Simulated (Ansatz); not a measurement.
C: what symmetry allows forces and stress to be

```
CELL_PARAMETERS angstrom
2.45617 0.00000 0.00000
-1.22809 2.12711 0.00000
0.00000 0.00000 8.52380
ATOMIC_POSITIONS crystal
C 0.33333 0.66667 0.01056
C 0.66667 0.33333 0.00000
```

All numbers below come from Ansatz 0.2.0, DFT PBEsol, scalar-relativistic, plane waves, PAW.

Cutoff 420 eV; k points 18×18×6 on the computed 2-atom cell (Γ-centred); Gaussian smearing, width 0.10 eV; no spin polarisation.

This distorted cell has space group P-3m1, with 12 operations.

**Question.** Without a calculation: in which directions can each atom feel a force?

**Answer.** A force must be left unchanged by every operation that keeps its atom in place, so it lies in the space that those operations leave fixed. Atoms that the group maps onto each other feel forces of one size.
```tsv
atom	site symmetry	operations at the site	equivalent to atom	allowed force (Cartesian)
C1	3m.	6	1	along (0.00, 0.00, 1.00)
C2	3m.	6	1	along (0.00, 0.00, 1.00)
```

That leaves 1 independent force component of 6. A relaxation in this cell that keeps the symmetry moves the atoms in these directions alone.

**Question.** And the stress tensor?

**Answer.** It must be invariant under the point group, which leaves 2 independent components: yz, xz, xy vanish; xx = yy.

**Question.** Do the computed values obey this?

**Answer.** Yes. Forces (eV/Å):
```
C1   0.000  0.000 -1.531
C2   0.000  0.000  1.531
```

Stress (GPa, compression positive, xx yy zz yz xz xy): 0.48 0.48 -0.50 0.00 0.00 0.00. The program imposes the same operations on density, forces and stress, so this confirms the analysis and is no independent test of the calculation.

The cell holds layers, and where no dispersion correction was added their binding is poorly described.

This form isn't the element's structure at ambient conditions.